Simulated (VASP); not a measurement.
# TiO2 (Anatase) (I4_1/amd) in VASP: further runs

The runs below take TiO2 (Anatase) through single point, relaxation of cell and atoms, with LDA.

Program: VASP 6.6.1. These are calculated values, not measurements. Logs are shortened: lines on timing, memory, paths and dates and some standing lists are left out, and cuts for length are marked.

## (1) The crystal as given

Symmetry: I4_1/amd, No. 141, tetragonal system. The conventional cell has a = 3.739 Å, b = 3.739 Å, c = 9.456 Å, α = 90.00°, β = 90.00°, γ = 90.00°. Ti (site symmetry -4m2) has 6 O at 1.91 to 1.97 Å as nearest neighbours. O (site symmetry 2mm) is surrounded by 3 Ti at 1.91 to 1.97 Å.

## (2) Single point, LDA

INCAR reads:

```
PREC     = Accurate       # precision mode
ENCUT    = 520            # plane-wave cutoff, eV
EDIFF    = 1E-6           # SCF threshold, eV
ISMEAR   = 0              # smearing method
SIGMA    = 0.01           # smearing width, eV
LREAL    = False          # projectors in reciprocal space
LASPH    = True           # aspherical terms in the spheres
NELM     = 100            # most SCF steps
ALGO     = Normal         # electronic algorithm
ISIF     = 2              # what is computed and relaxed
LWAVE    = False          # write WAVECAR
LCHARG   = False          # write CHGCAR
NBANDS   = 33             # bands
```

KPOINTS reads:

```
regular mesh
0
Gamma
  6 6 6
```

POSCAR reads:

```
TiO2
1.0
   -1.8696954935      1.8696954935      4.7279128422
    1.8696954935     -1.8696954935      4.7279128422
    1.8696954935      1.8696954935     -4.7279128422
Ti O
2 4
Direct
    0.0000000000      0.0000000000      0.0000000000
    0.7500000000      0.2500000000      0.5000000000
    0.2079804754      0.2079804754      0.0000000000
    0.9579804754      0.4579804754      0.5000000000
    0.5420195246      0.0420195246      0.5000000000
    0.7920195246      0.7920195246      0.0000000000
```

Potentials or basis: VASP PAW LDA potentials, release 64 (Ti_sv, O).

Run with:

```console
> cat potpaw_LDA.64/Ti_sv/POTCAR potpaw_LDA.64/O/POTCAR > POTCAR
> mpirun -np 1 vasp_std > vasp.out
```

OUTCAR:

```text
PREC = Accurate
   ENCUT = 520
   EDIFF = 1E-6
   ISMEAR = 0
   LREAL = False
   LASPH = True
   NELM = 100
   ISIF = 2

 ion  position               nearest neighbor table
   1  0.000  0.000  0.000-   5 1.91   4 1.91   5 1.91   4 1.91   3 1.97   6 1.97
   2  0.750  0.250  0.500-   6 1.91   3 1.91   6 1.91   3 1.91   4 1.97   5 1.97
   3  0.208  0.208  0.000-   2 1.91   2 1.91   1 1.97
   4  0.958  0.458  0.500-   1 1.91   1 1.91   2 1.97
   5  0.542  0.042  0.500-   1 1.91   1 1.91   2 1.97
   6  0.792  0.792  0.000-   2 1.91   2 1.91   1 1.97

  LATTYP: Found a body centered tetragonal cell.
 ALAT       =     3.7393909870
 C/A-ratio  =     2.5287074064

  Lattice vectors:

 A1 = (  -1.8696954935,   1.8696954935,   4.7279128422)
 A2 = (   1.8696954935,  -1.8696954935,   4.7279128422)
 A3 = (   1.8696954935,   1.8696954935,  -4.7279128422)

Analysis of symmetry for initial positions (statically):
=====================================================================
 Subroutine PRICEL returns:
 Original cell was already a primitive cell.

 Routine SETGRP: Setting up the symmetry group for a
 body centered tetragonal supercell.

 Subroutine GETGRP returns: Found 16 space group operations
 (whereof  8 operations were pure point group operations)
 out of a pool of 16 trial point group operations.

The static configuration has the point symmetry D_2d.
 The point group associated with its full space group is D_4h.

Analysis of symmetry for dynamics (positions and initial velocities):
=====================================================================
 Subroutine PRICEL returns:
 Original cell was already a primitive cell.

 Routine SETGRP: Setting up the symmetry group for a
 body centered tetragonal supercell.

 Subroutine GETGRP returns: Found 16 space group operations
 (whereof  8 operations were pure point group operations)
 out of a pool of 16 trial point group operations.

The dynamic configuration has the point symmetry D_2d.
 The point group associated with its full space group is D_4h.

 Subroutine INISYM returns: Found 16 space group operations
 (whereof  8 operations are pure point group operations),
 and found     1 'primitive' translations

----------------------------------------------------------------------------------------

                                     Primitive cell

  volume of cell :      66.1106

  direct lattice vectors                    reciprocal lattice vectors
    -1.869695494  1.869695494  4.727912842     0.000000000  0.267423226  0.105754911
     1.869695494 -1.869695494  4.727912842     0.267423226  0.000000000  0.105754911
     1.869695494  1.869695494 -4.727912842     0.267423226  0.267423226  0.000000000

  length of vectors
     5.417073225  5.417073225  5.417073225     0.287574830  0.287574830  0.378193553

  position of ions in fractional coordinates (direct lattice)
     0.000000000  0.000000000  0.000000000
     0.750000000  0.250000000  0.500000000
     0.207980475  0.207980475  0.000000000
     0.957980475  0.457980475  0.500000000
     0.542019525  0.042019525  0.500000000
     0.792019525  0.792019525  0.000000000

  ion indices of the primitive-cell ions
   primitive index   ion index
                 1           1
                 2           2
                 3           3
                 4           4
                 5           5
                 6           6

----------------------------------------------------------------------------------------

 KPOINTS: regular mesh

Automatic generation of k-mesh.
 Grid dimensions read from file:
 generate k-points for:    6    6    6

 Generating k-lattice:

  Cartesian coordinates                     Fractional coordinates (reciprocal lattice)
     0.000000000  0.044570538  0.017625818     0.166666667  0.000000000  0.000000000
     0.044570538  0.000000000  0.017625818     0.000000000  0.166666667  0.000000000
     0.044570538  0.044570538  0.000000000     0.000000000  0.000000000  0.166666667

  Length of vectors
     0.047929138  0.047929138  0.063032259

  Shift w.r.t. Gamma in fractional coordinates (k-lattice)
     0.000000000  0.000000000  0.000000000

 Subroutine IBZKPT returns following result:
 ===========================================

 Found     30 irreducible k-points:

 Following reciprocal coordinates:
            Coordinates               Weight
  0.000000  0.000000  0.000000      1.000000
  0.166667 -0.000000  0.000000      8.000000
  0.333333  0.000000 -0.000000      8.000000
  0.500000  0.000000  0.000000      4.000000
  0.166667  0.166667  0.000000      8.000000
  0.333333  0.166667  0.000000     16.000000
[... 16 lines left out ...]
 -0.333333 -0.333333  0.166667      8.000000
 -0.166667 -0.333333  0.166667      8.000000
 [... further k-points ...]
   k-points           NKPTS =     30   k-points in BZ     NKDIM =     30   number of bands    NBANDS=     33
   number of dos      NEDOS =    301   number of ions     NIONS =      6
   total plane-waves  NPLWV =  64000
   dimension x,y,z NGX =    40 NGY =   40 NGZ =   40
   dimension x,y,z NGXF=    80 NGYF=   80 NGZF=   80
   ions per type =               2   4
   NGX,Y,Z   is equivalent  to a cutoff of  12.28, 12.28, 12.28 a.u.
   NGXF,Y,Z  is equivalent  to a cutoff of  24.55, 24.55, 24.55 a.u.
 SYSTEM =  unknown system
   PREC   = accura    normal or accurate (medium, high low for compatibility)
   ISTART =      0    job   : 0-new  1-cont  2-samecut
   ICHARG =      2    charge: 1-file 2-atom 10-const
   ISPIN  =      1    spin polarized calculation?
   LNONCOLLINEAR =      F non collinear calculations
   LSORBIT =      F    spin-orbit coupling
   LASPH  =      T    aspherical Exc in radial PAW
   ENCUT  =  520.0 eV  38.22 Ry    6.18 a.u.  10.07 10.07 10.07*2*pi/ulx,y,z
   NELM   =    100;   NELMIN=  2; NELMDL= -5     # of ELM steps
   EDIFF  = 0.1E-05   stopping-criterion for ELM
   LREAL  =      F    real-space projection
   EDIFFG = 0.1E-04   stopping-criterion for IOM
   NSW    =      0    number of steps for IOM
   IBRION =     -1    ionic relax: 0-MD 1-quasi-New 2-CG
   NFREE  =      0    steps in history (QN), initial steepest desc. (CG)
   ISIF   =      2    stress and relaxation
   ISYM   =      2    0-nonsym 1-usesym 2-fastsym
   POTIM  = 0.5000    time-step for ionic-motion
   TEBEG  =    0.0;   TEEND  =   0.0 temperature during run
   PSTRESS=    0.0 pullay stress
   NELECT =      48.0000    total number of electrons
   NUPDOWN=      -1.0000    fix difference up-down
   EMIN   =  10.00;   EMAX   =-10.00  energy-range for DOS
   EFERMI =   0.00;   METHOD = LEGACY
   ISMEAR =     0;   SIGMA  =   0.01  broadening in eV -4-tet -1-fermi 0-gaus
   EFERMI_NEDOS =   21; number of points for ismear=-14 and -15
   IALGO  =     38    algorithm
   IMIX   =      4    mixing-type and parameters
     AMIX     =   0.40;   BMIX     =  1.00
     AMIX_MAG =   1.60;   BMIX_MAG =  1.00
  volume/ion in A,a.u.               =      11.02        74.36
  Fermi-wavevector in a.u.,A,eV,Ry     =   1.471403  2.780548 29.456960  2.165025
  Thomas-Fermi vector in A             =   2.586543
   LORBIT       =      0    0 simple, 1 ext, 2 COOP (PROOUT), +10 PAW based schemes
   GGA     = CA    functional components
   LHFCALC =     F    Hartree Fock is set to
   AEXX    =    0.0000 exact exchange contribution
   IVDW    =     0    specifies the selected vdW correction
   LEPSILON=     F    determine dielectric tensor
   LRPA    =     F    only Hartree local field effects (RPA)
 non-spin polarized calculation
 Gauss-broadening in eV      SIGMA  =   0.01
  energy-cutoff  :      520.00
  volume of cell :       66.11
 maximum number of plane-waves:      1798
   NGX = 21   NGY = 21   NGZ = 21

 number of electron      47.9999997 magnetization

 Free energy of the ion-electron system (eV)
  ---------------------------------------------------
  ext. energy  EPLUGINS =         0.00000000
  ---------------------------------------------------
  free energy    TOTEN  =       -58.83502187 eV

  energy without entropy =      -58.83502187  energy(sigma->0) =      -58.83502187

 E-fermi :   3.4454     XC(G=0): -11.4960

 val. band max:        3.3357264030   @ k =   0.5000   0.5000   0.0000
 cond. band min:       5.4431604935   @ k =   0.0000   0.0000   0.0000
 fundamental gap:      2.1074340905
 Fermi energy:         3.4454188906

 k-point     1 :       0.0000    0.0000    0.0000
  band No.  band energies     occupation
      1     -52.1690      2.00000
      2     -52.0952      2.00000
      3     -29.0964      2.00000
      4     -28.8181      2.00000
      5     -28.8181      2.00000
      6     -28.7353      2.00000
[... 25 lines left out ...]
     32       8.9688      0.00000
     33       9.0053      0.00000

 k-point     2 :       0.1667   -0.0000    0.0000
  band No.  band energies     occupation
      1     -52.1647      2.00000
      2     -52.0981      2.00000
      3     -29.0879      2.00000
      4     -28.8576      2.00000
      5     -28.8210      2.00000
      6     -28.7514      2.00000
[... 25 lines left out ...]
     32       9.2818      0.00000
     33       9.6040      0.00000

 k-point     3 :       0.3333    0.0000   -0.0000
  band No.  band energies     occupation
      1     -52.1543      2.00000
      2     -52.1056      2.00000
      3     -29.0717      2.00000
      4     -28.9332      2.00000
      5     -28.8258      2.00000
      6     -28.7740      2.00000
[... 25 lines left out ...]
     32       9.6489      0.00000
     33      10.0696      0.00000

 k-point     4 :       0.5000    0.0000    0.0000
  band No.  band energies     occupation
      1     -52.1476      2.00000
      2     -52.1108      2.00000
      3     -29.0624      2.00000
      4     -28.9730      2.00000
      5     -28.8279      2.00000
      6     -28.7781      2.00000
[... 25 lines left out ...]
     32       9.7552      0.00000
     33      10.2085      0.00000

 k-point     5 :       0.1667    0.1667    0.0000
  band No.  band energies     occupation
      1     -52.1584      2.00000
      2     -52.1030      2.00000
      3     -29.0684      2.00000
      4     -28.8834      2.00000
      5     -28.8445      2.00000
      6     -28.7614      2.00000
[... 604 lines left out ...]
 k-point    22 :      -0.1667    0.5000    0.1667
  band No.  band energies     occupation
      1     -52.1459      2.00000
      2     -52.1140      2.00000
      3     -29.0325      2.00000
      4     -28.9446      2.00000
      5     -28.8328      2.00000
      6     -28.7750      2.00000
[... 25 lines left out ...]
     32       9.6733      0.00000
     33       9.8775      0.00000

 k-point    23 :      -0.3333   -0.3333    0.1667
  band No.  band energies     occupation
      1     -52.1467      2.00000
      2     -52.1148      2.00000
      3     -29.0052      2.00000
      4     -28.9059      2.00000
      5     -28.8508      2.00000
      6     -28.7716      2.00000
[... 25 lines left out ...]
     32       9.6739      0.00000
     33      10.1100      0.00000

 k-point    24 :      -0.1667   -0.3333    0.1667
  band No.  band energies     occupation
      1     -52.1559      2.00000
      2     -52.1071      2.00000
      3     -29.0361      2.00000
      4     -28.8746      2.00000
      5     -28.8324      2.00000
      6     -28.7426      2.00000
[... 25 lines left out ...]
     32       9.4125      0.00000
     33       9.4856      0.00000

 [... further k-points ...]

------------------------ aborting loop because EDIFF is reached ----------------------------------------

  FORCE on cell =-STRESS in cart. coord.  units (eV):
  Direction    XX          YY          ZZ          XY          YZ          ZX
  --------------------------------------------------------------------------------------
  -------------------------------------------------------------------------------------
  Total        0.5317357      0.5317357      0.5189816      0.0000000      0.0000000      0.0000000
  in kB       12.8865066     12.8865066     12.5774139      0.0000000      0.0000000      0.0000000
  external PRESSURE =      12.7834757 kB  Pullay stress =       0.0000000 kB

 VOLUME and BASIS-vectors are now :
 -----------------------------------------------------------------------------
  energy-cutoff  :      520.00
  volume of cell :       66.11
      direct lattice vectors                 reciprocal lattice vectors
    -1.869695494  1.869695494  4.727912842     0.000000000  0.267423226  0.105754911
     1.869695494 -1.869695494  4.727912842     0.267423226  0.000000000  0.105754911
     1.869695494  1.869695494 -4.727912842     0.267423226  0.267423226  0.000000000

 POSITION                                       TOTAL-FORCE (eV/Angst)
 -----------------------------------------------------------------------------------
      0.00000      0.00000      0.00000         0.000000      0.000000      0.000000
      0.00000      1.86970      2.36396         0.000000      0.000000     -0.000000
      0.00000      0.00000      1.96663        -0.000000      0.000000      0.032218
     -0.00000      1.86970      4.33058         0.000000     -0.000000      0.032218
      0.00000      1.86970      0.39733         0.000000     -0.000000     -0.032218
      0.00000      0.00000      7.48920        -0.000000      0.000000     -0.032218
 -----------------------------------------------------------------------------------
    total drift:                               -0.000000     -0.000000     -0.000000

  FREE ENERGIE OF THE ION-ELECTRON SYSTEM (eV)
  ---------------------------------------------------
  free  energy   TOTEN  =       -58.8350218683 eV

  energy  without entropy=      -58.8350218683  energy(sigma->0) =      -58.83502187
```

It took 62 s on 1 thread of Intel Xeon Platinum 8559C (Emerald Rapids), shared host; peak memory 0.21 GiB.

Results:

```
Free energy            : -58.8350 eV
Pressure               : 1.3 GPa
Largest force          : 0.032 eV/Å
Band gap on the k mesh : 2.11 eV, indirect (least direct gap 2.42 eV)
```

Forces on the atoms (eV/Å):
```
Ti   0.000  0.000  0.000
Ti   0.000  0.000  0.000
O    0.000  0.000  0.032
O    0.000  0.000  0.032
O    0.000  0.000 -0.032
O    0.000  0.000 -0.032
```

A k mesh can miss the band edges. Expect the measured gap to be larger: semilocal functionals such as LDA lack the derivative discontinuity.

## (3) Relaxation of cell and atoms, LDA

This run uses another cell than the first one, of 11.35 Å³/atom, 1.030 times its volume.

INCAR reads:

```
SYSTEM = TiO2
  PREC = Accurate
  ENCUT = 600
  EDIFF = 1E-6
  ISMEAR = 0
  SIGMA = 0.01
  LREAL = .FALSE.
  LASPH = .TRUE.
  NELM = 100
  ALGO = Fast
  ISIF = 3
  LWAVE = .FALSE.
  LCHARG = .FALSE.
  IBRION = 2
  NSW = 60
  EDIFFG = -0.02
```

KPOINTS reads:

```
Automatic mesh
0
G
  6 6 6
  0 0 0
```

POSCAR reads:

```
TiO2
1.0
   -1.8921000000      1.8921000000      4.7573000000
    1.8921000000     -1.8921000000      4.7573000000
    1.8921000000      1.8921000000     -4.7573000000
Ti O
2 4
Direct
    0.0000000000      0.0000000000      0.0000000000
    0.7500000000      0.2500000000      0.5000000000
    0.2081000000      0.2081000000      0.0000000000
    0.9581000000      0.4581000000      0.5000000000
    0.5419000000      0.0419000000      0.5000000000
    0.7919000000      0.7919000000      0.0000000000
```

Potentials or basis: VASP PAW LDA potentials, release 64 (Ti_sv, O).

Run with:

```console
> cat potpaw_LDA.64/Ti_sv/POTCAR potpaw_LDA.64/O/POTCAR > POTCAR
> mpirun -np 1 vasp_std > vasp.out
```

It took 7.1 min on 1 thread of Intel Xeon Platinum 8559C (Emerald Rapids), shared host; peak memory 0.28 GiB.

The run converged. Its results:

```
Free energy                            : -58.8519 eV
Relaxed volume                         : 11.05 Å³/atom
Relaxed cell                           : a = 5.420 Å, b = 5.420 Å, c = 5.420 Å, α = 139.57°, β = 139.57°, γ = 58.50°
Space group after relaxing (to 0.05 Å) : I4_1/amd (No. 141)
Energy gained by relaxing              : 5.6 meV/atom
Ionic steps                            : 6
Pressure after relaxing                : 0.1 GPa
Band gap on the k mesh                 : 2.09 eV, indirect (least direct gap 2.42 eV)
```

Step by step:
```
step  energy change (eV)  largest force (eV/Å)  pressure (GPa)  volume (Å³)
   1              0.0000                0.0904           -5.78        68.13
   2              0.0281                0.3174            8.77        64.17
   3             -0.0325                0.0746           -0.03        66.42
   4             -0.0325                0.0788            0.07        66.38
   5             -0.0333                0.0233            0.09        66.31
   6             -0.0334                0.0019            0.07        66.33
```

Final structure:
```
Ti O
1.0
    -1.87264    1.87264    4.72870
     1.87264   -1.87264    4.72870
     1.87264    1.87264   -4.72870
Ti O
2 4
Direct
  0.00000 0.00000 0.00000
  0.75000 0.25000 0.50000
  0.20816 0.20816 0.00000
  0.95816 0.45816 0.50000
  0.54184 0.04184 0.50000
  0.79184 0.79184 0.00000
```

Levels at points of the mesh, in eV from the valence-band top:
| k point | band 22 | band 23 | band 24 | band 25 | band 26 | band 27 |
| --- | --- | --- | --- | --- | --- | --- |
| (0.00, 0.00, 0.00) | -0.73 | -0.47 | -0.47 | 2.09 | 2.89 | 4.10 |
| (0.50, 0.00, 0.00) | -0.99 | -0.79 | -0.61 | 3.30 | 3.64 | 3.66 |
| (0.50, 0.50, 0.00) | -2.14 | 0.00 | 0.00 | 3.42 | 3.42 | 3.94 |
| (0.50, 0.50, 0.50) | -1.25 | -0.08 | -0.08 | 2.48 | 2.48 | 3.88 |

A k mesh can miss the band edges. Zero-point motion and thermal expansion aren't in these numbers.
